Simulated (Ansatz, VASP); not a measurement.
## Two plane-wave programs on Na

File INCAR:

```
PREC = Accurate ; ENCUT = 520
EDIFF = 1E-7 ; ISMEAR = -1
SIGMA = 0.1 ; LREAL = False
LASPH = True ; NELM = 100
ALGO = Normal ; ISIF = 2
LWAVE = False ; LCHARG = False
GGA = PS ; NBANDS = 10
```

KPOINTS

```
Automatic mesh
0
Gamma
  12 12 12
```

File POSCAR:

```
Na
1.0
    0.0000000000      2.6295414049      2.6295414049
    2.6295414049      0.0000000000      2.6295414049
    2.6295414049      2.6295414049      0.0000000000
Na
1
Direct
    0.0000000000      0.0000000000      0.0000000000
```

Input for Ansatz:

```yaml
crystal:
  lattice:
    - [0.0, 2.6295414049, 2.6295414049]
    - [2.6295414049, 0.0, 2.6295414049]
    - [2.6295414049, 2.6295414049, 0.0]
  atoms:
    - { symbol: Na, position: [0.0, 0.0, 0.0] }
hamiltonian:
  xc: pbesol
  pseudopotentials:
    kind: paw
    azcp:
      Na: "pseudopotentials/Na.paw.azcp"
basis:
  ecutwfc: 420
  fft_grid_basis: typed
kpoints:
  mp_grid: { grid: [12, 12, 12], shift: [0, 0, 0] }
magnetization:
  spin_polarized: false
scf:
  occupations: { method: fermi_dirac, width: 0.1 }
  lower_state_search: "off"
output:
  stress: true
```

Alike in both runs: task single point; functional PBEsol; k mesh 12 × 12 × 12; occupations fermi-dirac, width 0.1 eV; no spin polarisation.

```csv
,VASP,Ansatz
version,VASP 6.6.1,Ansatz 0.2.0
potentials or method,"VASP PAW PBE potentials, release 64 (Na_pv)","plane waves (420 eV) with PAW, scalar-relativistic"
plane-wave cutoff (eV),520,420
valence electrons in the cell,7,9
```

|  | VASP | Ansatz | Ansatz less VASP |
| --- | --- | --- | --- |
| pressure (GPa) | 0.0 | 0.0 | 0.00 |

The functional is the same, so the differences come from potentials, cutoffs and numerics. The two sets of potentials don't hold the same shells in valence. Ansatz warned: «pseudo_functional_mismatch».

Caveats: the PAW data sets were made with another functional, which shifts forces and pressure a little (VASP).
